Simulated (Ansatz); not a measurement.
Crystal: Ti2C.

```
Ti C
1.0
     1.54070    0.88952    4.81377
    -1.54070    0.88952    4.81377
     0.00000   -1.77905    4.81377
Ti C
2 1
Cartesian
  0.0000 0.0000 10.8960
  0.0000 0.0000 3.5453
  0.0000 0.0000 7.2207
```

The cell comes from a database or a generator and needn't be the stable form of this composition.

Base run:

```yaml
Program: Ansatz 0.2.0
Functional: PBEsol
Potentials_or_basis: Ansatz PAW
Cutoff: "420 eV (not typed: the program's choice for these potentials)"
k_mesh: 10 × 10 × 10
Occupations: fermi-dirac, width 0.05 eV
Spin: no spin polarisation
```

Its results: band gap on the k mesh none (metal or under the smearing width); pressure -4.6 GPa; largest force 0.188 eV/Å.

**Question.** The run is repeated on the same cell with these changes: functional from PBEsol to LDA. What comes out?

**Answer.** Band gap on the k mesh none (metal or under the smearing width); pressure -9.3 GPa; largest force 0.377 eV/Å.

LDA binds more tightly than PBEsol, so the same cell stands under less pressure.

Caveats: the PAW data sets come from PBE, with cores solved anew for the run's functional, which leaves a small shift of forces and pressure.
